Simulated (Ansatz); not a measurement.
Runs of Ansatz 0.2.0 on CuO (Tenorite). Symmetry: C2/c, No. 15, monoclinic system. The conventional cell has a = 4.684 Å, b = 3.423 Å, c = 5.129 Å, α = 90.00°, β = 99.54°, γ = 90.00°. Cu (site symmetry -1) is surrounded by 4 O at 1.95 to 1.96 Å. O (site symmetry 2) is surrounded by 4 Cu at 1.95 to 1.96 Å. 

```csv
task,level,potentials or basis,U,cell,cutoff (eV),points for each segment of the path,hubbard projectors,double counting,gap on the mesh (eV),pressure (GPa),relaxed volume (Å³/atom),largest force (eV/Å)
relaxation of cell and atoms,m-r2SCAN,Ansatz PAW,-,relaxed,500,-,-,-,-,0.0,(b),-
band structure,LDA+U,Ansatz PAW,Cu d U = 5.3 eV,as given,420,14,ortho-atomic (the default),fll (the default),none,-6.9,-,0.34
band structure,r2SCAN,Ansatz PAW,-,as given,500,14,-,-,none,-1.3,-,(a)
relaxation of cell and atoms,PBEsol,Ansatz PAW,-,relaxed,420,-,-,-,-,0.0,10.67,-
```

Alike in all rows: no spin polarisation; k mesh 10 × 10 × 5; smearing fermi-dirac 0.05 eV.

Q: Estimate the missing entries.

A: (a) 0.29; (b) 10.73.

Caveats: the run has no spin polarisation, though such a crystal can be magnetic; the PAW data sets come from PBE, with cores solved anew for the run's functional, which leaves a small shift of forces and pressure; the plane-wave basis is chosen anew once the cell has moved, so the energies of steps on either side of that aren't comparable (some runs); U without spin polarisation on a metal has little footing (some runs); semilocal functionals often make such compounds metallic where correlation or magnetic order opens a gap, which also shifts bond lengths (some runs).

A gap of «none» marks a metal or a gap under the smearing width.
